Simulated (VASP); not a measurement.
SnO$_{2}$ in VASP 6.6.1, single-point calculation

INCAR

```
EDIFF = 1E-7
IBRION = -1
LWAVE = .FALSE.
ISIF = 2
GGA = PE
ISYM = 1
NSW = 0
ISMEAR = -1
LASPH = .TRUE.
PREC = Accurate
SIGMA = 0.02
NELM = 66
LREAL = Auto
ENCUT = 520
NBANDS = 20
LCHARG = .FALSE.
```

KPOINTS

```
KPOINTS created by Atomic Simulation Environment
0
Gamma
8 8 8
0 0 0
```

POSCAR

```
Sn O
 1.0000000000000000
    -0.0187476556000000    2.5334669704000001    2.5334669704000001
     2.5334669704000001   -0.0187476556000000    2.5334669704000001
     2.5147193148000002    2.5147193148000002    0.0000000000000000
 Sn  O
   1   2
Cartesian
  0.0000000000000000  0.0000000000000000 -0.0000000000000000
  1.2573596574000001  1.2573596574000001  1.2687865076305600
  3.7720789721999997  3.7720789721999997  3.7981474331694405
```

The recommended PBE PAW datasets give the neutral cell 26 valence electrons.

Command

```
mpirun -np 1 vasp_std
```

How does this run end, and what does it give?

It converged. Results: gap between bands v and c on the k mesh 0.28 eV; least direct gap on the k mesh 1.63 eV; pressure 10.0 GPa; largest force 0.02 eV/Å. Band v is the last that the valence electrons fill when counted band by band, and c is the next.

OSZICAR

```
N       E                     dE             d eps       ncg     rms          rms(c)
DAV:   1     0.240067365789E+03    0.24007E+03   -0.13597E+04  4212   0.204E+03
DAV:   2     0.461718710656E+01   -0.23545E+03   -0.22286E+03  4004   0.503E+02
DAV:   3    -0.203991299981E+02   -0.25016E+02   -0.24729E+02  4396   0.135E+02
DAV:   4    -0.210608063917E+02   -0.66168E+00   -0.66110E+00  4280   0.227E+01
DAV:   5    -0.210750314933E+02   -0.14225E-01   -0.14224E-01  4860   0.345E+00    0.110E+01
DAV:   6    -0.178576634662E+02    0.32174E+01   -0.11005E+01  5772   0.569E+01    0.392E+00
DAV:   7    -0.178840421813E+02   -0.26379E-01   -0.68419E-01  4132   0.590E+00    0.196E+00
DAV:   8    -0.178708626824E+02    0.13179E-01   -0.64956E-02  4296   0.259E+00    0.367E-01
DAV:   9    -0.178689308713E+02    0.19318E-02   -0.11173E-02  5680   0.166E+00    0.827E-02
DAV:  10    -0.178694461006E+02   -0.51523E-03   -0.13340E-03  4204   0.375E-01    0.197E-02
DAV:  11    -0.178694502669E+02   -0.41662E-05   -0.46227E-05  5176   0.101E-01    0.137E-02
DAV:  12    -0.178694513331E+02   -0.10662E-05   -0.62291E-06  4216   0.204E-02    0.407E-03
DAV:  13    -0.178694512952E+02    0.37845E-07   -0.12068E-06  4372   0.126E-02    0.114E-03
DAV:  14    -0.178694513629E+02   -0.67713E-07   -0.72174E-08  3604   0.354E-03
   1 F= -.17869451E+02 E0= -.17869450E+02  d E =-.302809E-05
```

For comparison, a separate PBE run of the intended cell, on usual settings and not on those above, gives a gap of 0.28 eV on its mesh and a pressure of 10.0 GPa.
